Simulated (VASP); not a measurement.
Set up this calculation in VASP 6.6.1, as the native input.

* Task: single point
* Functional: r2SCAN
* Potentials or basis: VASP PAW PBE potentials, release 64 (Ca_sv, Se)
* Cutoff: 520 eV
* k mesh: 6 × 6 × 6
* Occupations: gaussian, width 0.01 eV
* Spin: no spin polarisation
* Dipole correction: no
* Further INCAR settings: ALGO = Normal; EDIFF = 1e-06; NBANDS = 15

The system is CaSe.

```
Ca Se
1.0
     0.00000    3.47076    2.84861
     3.47076    0.00000    2.84861
     3.47076    3.47076    0.00000
Ca Se
1 1
Direct
  0.00000 0.00000 0.00000
  0.25000 0.25000 0.25000
```

The cell was built by a generator and needn't be a form met in nature.

The cell isn't the ideal one: epitaxial_xy strain +5.8%.

These files were run (other wordings do the same):

POSCAR

```
CaSe
1.0
    0.0000000000      3.4707597952      2.8486069092
    3.4707597952      0.0000000000      2.8486069092
    3.4707597952      3.4707597952      0.0000000000
Ca Se
1 1
Direct
    0.0000000000      0.0000000000      0.0000000000
    0.2500000000      0.2500000000      0.2500000000
```

INCAR.step1

```
  ALGO = Normal
  EDIFF = 1E-4
  ENCUT = 520
  GGA = PE
  ISMEAR = 0
  LASPH = T
  LCHARG = F
  LREAL = F
  LWAVE = T
  NBANDS = 15
  NELM = 100
  PREC = Accurate
  SIGMA = 0.01
```

INCAR.step2

```
  ALGO = Normal
  EDIFF = 1E-6
  ENCUT = 520
  ISIF = 2
  ISMEAR = 0
  ISTART = 1
  LASPH = T
  LCHARG = T
  LELF = T
  LMIXTAU = T
  LREAL = F
  LVHAR = T
  LWAVE = F
  METAGGA = R2SCAN
  NBANDS = 15
  NELM = 100
  PREC = Accurate
  SIGMA = 0.01
```

KPOINTS

```
k-points
0
Gamma
  6 6 6
```

Potentials or basis: VASP PAW PBE potentials, release 64 (Ca_sv, Se).

The run is started by

```bash
$ cat potpaw_PBE.64/Ca_sv/POTCAR potpaw_PBE.64/Se/POTCAR > POTCAR
$ cp INCAR.step1 INCAR
$ mpirun -np 1 vasp_std > vasp.out
$ cp INCAR.step2 INCAR
$ mpirun -np 1 vasp_std > vasp.out
```

It gave:

```
Pressure               : 0.3 GPa
Band gap on the k mesh : 3.50 eV, indirect (least direct gap 3.63 eV)
```

Caveat: the PAW data sets were made with another functional, which shifts forces and pressure a little.

Wall time 3.3 min on 1 thread of Intel(R) Xeon(R) Platinum 8375C CPU @ 2.90GHz (Ice Lake) (shared host), peak memory 0.24 GiB.
